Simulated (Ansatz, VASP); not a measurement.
## One calculation of MgO, two programs

```
Mg O
1.0
     0.00000    2.13813    2.13813
     2.13813    0.00000    2.13813
     2.13813    2.13813    0.00000
Mg O
1 1
Direct
  0.00000 0.00000 0.00000
  0.50000 0.50000 0.50000
```

Change from the starting cell: volume scaled by 1.06.

Alike in both runs: task single point; functional LDA; k mesh 11 × 11 × 11; occupations tetrahedron; no spin polarisation.

|  | VASP | Ansatz |
| --- | --- | --- |
| version | VASP 6.6.1 | Ansatz 0.2.0 |
| potentials or method | VASP PAW LDA potentials, release 64 (Mg, O), cutoff 520 eV | all-electron LAPW, scalar-relativistic |

|  | VASP | Ansatz | Ansatz less VASP |
| --- | --- | --- | --- |
| gap on the k mesh at the Fermi level (eV) | 4.23 | 4.23 | +0.003 |
| least direct gap on the mesh (eV) | 4.23 | 4.23 | +0.003 |
| pressure (GPa) | -13.8 | -11.9 | +1.86 |

Ansatz ran all-electron here, so the differences hold the error of VASP's frozen core and of both bases.

Caveats: with tetrahedron occupations forces and stress needn't match the slope of the energy (Ansatz).
